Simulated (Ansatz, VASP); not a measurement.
## Ta2N: VASP beside Ansatz

```
Ta N
1.0
     3.11286    0.00000    0.00000
    -1.55643    2.69582    0.00000
     0.00000    0.00000    4.86984
Ta N
2 1
Direct
  0.33333 0.66667 0.25471
  0.66667 0.33333 0.74529
  0.00000 0.00000 0.00000
```

The cell comes from a database or a generator and needn't be the stable form of this composition.

Alike in both runs: task single point; functional r2SCAN; k mesh 10 × 10 × 6; occupations fermi-dirac, width 0.05 eV; no spin polarisation.

|  | VASP | Ansatz |
| --- | --- | --- |
| version | VASP 6.6.1 | Ansatz 0.2.0 |
| potentials or method | VASP PAW PBE potentials, release 64 (Ta_pv, N) | Ansatz PAW |
| plane-wave cutoff (eV) | 520 | 500 |
| valence electrons in the cell | 27 | 31 |

```csv
,VASP,Ansatz,Ansatz less VASP
gap on the k mesh at the Fermi level (eV),none,none,-
pressure (GPa),-4.3,-5.3,-1.02
largest component of the traceless stress (GPa),1.73,1.89,+0.164
rms of the force components (eV/Å),0.084,0.048,-0.0359
```

Atom by atom the forces differ by 0.036 eV/Å (rms over components). A gap of «none» marks a metal or a gap that the smearing closes. The two sets of potentials don't hold the same shells in valence.

Caveats: the PAW data sets were made with another functional, which shifts forces and pressure a little (VASP); the PAW data sets come from PBE, with cores solved anew for the run's functional, which leaves a small shift of forces and pressure (Ansatz). Spin-orbit coupling is left out, which matters for the levels of Ta.
